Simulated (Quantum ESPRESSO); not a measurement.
# ZnS (F-43m): the LO frequency by hand

Wanted: the LO mode of ZnS (F-43m) from the TO mode and the field response.

Program: Quantum ESPRESSO 7.5. Level of theory: DFT LDA, scalar-relativistic, plane waves, PseudoDojo norm-conserving pseudopotentials. Results are calculated unless marked as measured.

The database entry behind the starting cell differs from later determinations by our own check (about 0.1 % short), so it need not match the best structure at ambient conditions.

**1. The relaxed structure**

Symmetry: F-43m, No. 216, cubic system. The conventional cell has a = 5.298 Å, b = 5.298 Å, c = 5.298 Å, α = 90.00°, β = 90.00°, γ = 90.00°. Nearest to Zn lie 4 S at 2.29 Å. Nearest to S lie 4 Zn at 2.29 Å. Farther neighbours and most contacts between anions are not listed.

Structure file:

```cif
data_structure
_symmetry_space_group_name_H-M 'F-43m'
_symmetry_Int_Tables_number 216
_cell_length_a 5.2975
_cell_length_b 5.2975
_cell_length_c 5.2975
_cell_angle_alpha 90.000
_cell_angle_beta 90.000
_cell_angle_gamma 90.000
_cell_volume 148.67
loop_
_atom_site_label
_atom_site_type_symbol
_atom_site_symmetry_multiplicity
_atom_site_Wyckoff_symbol
_atom_site_fract_x
_atom_site_fract_y
_atom_site_fract_z
_atom_site_occupancy
Zn1 Zn 4 d 0.25000 0.25000 0.75000 1
S1 S 4 a 0.00000 0.00000 0.00000 1
```

This is the cell after its relaxation at this level of theory, not the database cell from which that began.

**2. What the response run gave**

A linear-response run on the relaxed cell, with the response to an electric field; only its zone-centre results are used. Cutoff 84 Ry, k mesh 8×8×8.

What it wrote:

```text
[banners, grids, parts of the stress and lines that vanish by symmetry left out]
Program PHONON v.7.5
     Reading xml data from directory:

[...]
Exchange-correlation= PW
                           (   1   4   0   0   0   0   0)
[...]
kinetic-energy cut-off    =      84.0000  Ry
     charge density cut-off    =     336.0000  Ry
     convergence threshold     =      1.0E-18
[...]
Exchange-correlation= PW
                           (   1   4   0   0   0   0   0)
[...]
q = (   0.0000000   0.0000000   0.0000000 )
     25 Sym.Ops. (with q -> -q+G )
     G cutoff =  426.4771  (  26229 G-vectors)     FFT grid: ( 45, 45, 45)
     number of k points=    29
[...]
Mode symmetry, T_d (-43m)  point group:
[...]
Dielectric constant
[...]
End of electric fields calculation
          Dielectric constant in cartesian axis
          (       6.348327776       0.000000000       0.000000000 )
          (       0.000000000       6.348327776       0.000000000 )
          (       0.000000000       0.000000000       6.348327776 )
          Effective charges (d Force / dE) in cartesian axis without acoustic sum rule applied (asr)
           atom    1  Zn    Mean Z*:        1.90978
      Ex  (        1.90978        0.00000       -0.00000 )
      Ey  (       -0.00000        1.90978       -0.00000 )
      Ez  (       -0.00000       -0.00000        1.90978 )
           atom    2  S     Mean Z*:       -1.92899
      Ex  (       -1.92899       -0.00000       -0.00000 )
      Ey  (        0.00000       -1.92899       -0.00000 )
      Ez  (       -0.00000        0.00000       -1.92899 )
          Effective charges Sum: Mean:       -0.01922
[...]
Effective charges (d Force / dE) in cartesian axis with asr applied:
           atom    1  Zn    Mean Z*:        1.91938
[...]
atom    2  S     Mean Z*:       -1.91938
[...]
Representation #   1 modes #   1   2   3
[...]
End of self-consistent calculation
     Convergence has been achieved
     Representation #   2 modes #   4   5   6
[...]
End of self-consistent calculation
     Convergence has been achieved
[...]
Dielectric constant in cartesian axis
          (       6.348327776       0.000000000       0.000000000 )
          (       0.000000000       6.348327776       0.000000000 )
          (       0.000000000       0.000000000       6.348327776 )
          Effective charges (d Force / dE) in cartesian axis without acoustic sum rule applied (asr)
           atom    1  Zn    Mean Z*:        1.90978
      Ex  (        1.90978        0.00000       -0.00000 )
      Ey  (       -0.00000        1.90978       -0.00000 )
      Ez  (       -0.00000       -0.00000        1.90978 )
           atom    2  S     Mean Z*:       -1.92899
      Ex  (       -1.92899       -0.00000       -0.00000 )
      Ey  (        0.00000       -1.92899       -0.00000 )
      Ez  (       -0.00000        0.00000       -1.92899 )
          Effective charges Sum: Mean:       -0.01922
[...]
Effective charges (d Force / dE) in cartesian axis with asr applied:
           atom    1  Zn    Mean Z*:        1.91938
[...]
atom    2  S     Mean Z*:       -1.91938
[...]
q = (    0.000000000   0.000000000   0.000000000 )
[...]
freq (    1) =       0.085870 [THz] =       2.864308 [cm-1]
     freq (    2) =       0.085870 [THz] =       2.864308 [cm-1]
     freq (    3) =       0.085870 [THz] =       2.864308 [cm-1]
     freq (    4) =       8.729478 [THz] =     291.184031 [cm-1]
     freq (    5) =       8.729478 [THz] =     291.184031 [cm-1]
     freq (    6) =       8.729478 [THz] =     291.184031 [cm-1]
[...]
Mode symmetry, T_d (-43m)  point group:
     freq (   1-   3) =          2.9  [cm-1]   --> T_2  G_15 P_4   I+R
     freq (   4-   6) =        291.2  [cm-1]   --> T_2  G_15 P_4   I+R

   JOB DONE.
```

```
                       quantity   value
             cell volume Ω (Å³)  37.167
                 mass of Zn (u)  65.380
                  mass of S (u)  32.060
     Born charge of Zn, raw (e)   1.910
      Born charge of S, raw (e)  -1.929
                             ε∞   6.348
ω(TO) after the sum rule (cm⁻¹)   291.2
```

**3. The calculation**

The charges must sum to zero over the cell; taking off their mean, -0.010 e, leaves Z* = 1.919 e on Zn. In the polar mode Zn moves against S, so the reduced mass is μ = 65.38 × 32.06 / 97.44 = 21.512 u.

A longitudinal wave builds up a field that adds to the restoring force: ω(LO)² = ω(TO)² + 4π Z*² / (μ Ω ε∞), in Hartree atomic units. With μ = 39213 electron masses and Ω = 250.82 bohr³ the second term is 7.4147e-07 Ha², or 35716 cm⁻² (1 Ha = 219474.6 cm⁻¹).

So ω(LO) = √(84786 + 35716) = 347.1 cm⁻¹, and by the Lyddane-Sachs-Teller relation ε₀ = ε∞ (ω(LO)/ω(TO))² = 9.02.

**4. Check against the program**

The analysis program adds the same non-analytic term to the full matrix, here for q along (1 0 0).

What it wrote:

```text
[banner, memory and clock lines left out]
Program DYNMAT v.7.5

     Reading Dynamical Matrix from file g.dyn
     ...Force constants read
     ...epsilon and Z* read

     Polarizability (A^3 units)
     multiply by 0.359353 for Clausius-Mossotti correction
        15.818703    0.000000    0.000000
         0.000000   15.818703    0.000000
         0.000000    0.000000   15.818703

     IR activities are in (D/A)^2/amu units

# mode   [cm-1]    [THz]      IR
    1      0.00    0.0000    0.0000
    2      0.00    0.0000    0.0000
    3      0.00    0.0000    0.0000
    4    291.18    8.7293    3.9511
    5    291.18    8.7293    3.9511
    6    347.13   10.4067    3.9511
```

ε₀ comes from the program's run without a direction of q.

```
    quantity  by hand  program
ω(LO) (cm⁻¹)    347.1    347.1
          ε₀     9.02     9.02
```

**5. Summary of results**

```json
{
 "TO mode": "291.2 cm⁻¹",
 "LO mode": "347.1 cm⁻¹",
 "static dielectric constant": "9.023"
}
```

In words: The LO mode of ZnS (F-43m) lies at 347 cm⁻¹, 56 cm⁻¹ above the TO mode; the formula meets the program within 0.1 cm⁻¹, as it must for a cubic crystal with one polar mode. ω(LO)² − ω(TO)² goes with Z*²/ε∞: an error of 5 % in ε∞ would move the LO mode by 2.5 cm⁻¹, and semilocal functionals tend to overestimate ε∞. The raw charges miss their sum by 0.019 e, a sign that the k mesh is short for the field response, so ε∞ may be some per cent too high. These are harmonic values at zero temperature, at the volume of this functional, for the structure held cubic; stability elsewhere in the zone is no part of this calculation.

[Host names and launcher messages were left out of these logs when they were recorded.]

[Logs are printed without paths, hosts, clocks, repeated set-up lines and the standing remarks that a program may print on its own settings, such as how far it seeks lower states.]

[Hosts, paths, dates, database ids (printed as entryN), source tags and the programs' standing remarks are cut or masked in the printed files.]
